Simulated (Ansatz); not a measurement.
KCl built on the rocksalt prototype (r2SCAN geometry), in Ansatz:

```xyz
2
Lattice="0.0000 3.1448 3.1448 3.1448 0.0000 3.1448 3.1448 3.1448 0.0000" Properties=species:S:1:pos:R:3 pbc="T T T"
K     0.0000    0.0000    0.0000
Cl    3.1448    3.1448    3.1448
```

G0W0@PBE with 341 empty bands, a screening cutoff of 180 eV and a 4×4×4 mesh (PAW, contour deformation) gives 7.995 eV over the mesh points, from a PBE gap of 5.194 eV; it sums over 349 bands with 331 plane waves in the screening and a wave cutoff of 420 eV. G0W0 here is at a finite number of bands, screening cutoff and k mesh, not at the basis limit. The values are computed, spin-unpolarised, and not measurements.

Q: Estimate the gap with frequency model Godby-Needs pole.

A: 7.993 eV (-0.002 eV), from a Kohn-Sham gap of 5.194 eV.

Q: Estimate the gap with starting point PBE0.

A: 8.834 eV (+0.839 eV), from a Kohn-Sham gap of 7.245 eV.

Q: Estimate the gap with empty bands 661, screening cutoff 260 eV.

A: 8.064 eV (+0.069 eV), from a Kohn-Sham gap of 5.194 eV.

Q: Estimate the gap with potentials of the kind norm-conserving.

A: 7.999 eV (+0.004 eV), from a Kohn-Sham gap of 5.195 eV.
